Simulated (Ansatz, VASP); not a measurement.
## One calculation of MgO, two programs

```
Mg O
1.0
     3.24058    0.00000    0.00000
    -1.62029    2.80642    0.00000
     0.00000    0.00000    5.19172
Mg O
2 2
Direct
  0.33333 0.66667 0.50000
  0.66667 0.33333 0.00000
  0.66667 0.33333 0.37901
  0.33333 0.66667 0.87901
```

The cell was built by a generator and needn't be a form met in nature.

Alike in both runs: task relaxation of cell and atoms; functional PBEsol; k mesh 9 × 9 × 6; occupations gaussian, width 0.02 eV; no spin polarisation.

```csv
,VASP,Ansatz
version,VASP 6.6.1,Ansatz 0.2.0
potentials or method,"VASP PAW PBE potentials, release 64 (Mg, O)","scalar-relativistic, plane waves, PAW"
plane-wave cutoff (eV),600,420
valence electrons in the cell,16,32
```

```csv
,VASP,Ansatz,Ansatz less VASP
"gap on the k mesh at the Fermi level, each at its own relaxed structure (eV)",3.37,3.36,-0.009
relaxed volume (Å³/atom),11.81,11.86,+0.049
relaxed cell length with the largest relative difference (Å),5.009,5.028,+0.0197
energy change over the relaxation (meV/atom),-5,-5,-0.1
```

The two sets of potentials don't hold the same shells in valence.

Caveats: the PAW data sets were made with another functional, which shifts forces and pressure a little (VASP); an odd mesh through Γ misses points on the zone boundary, where band edges often lie. As with any semilocal functional, this PBEsol gap is likely too small.
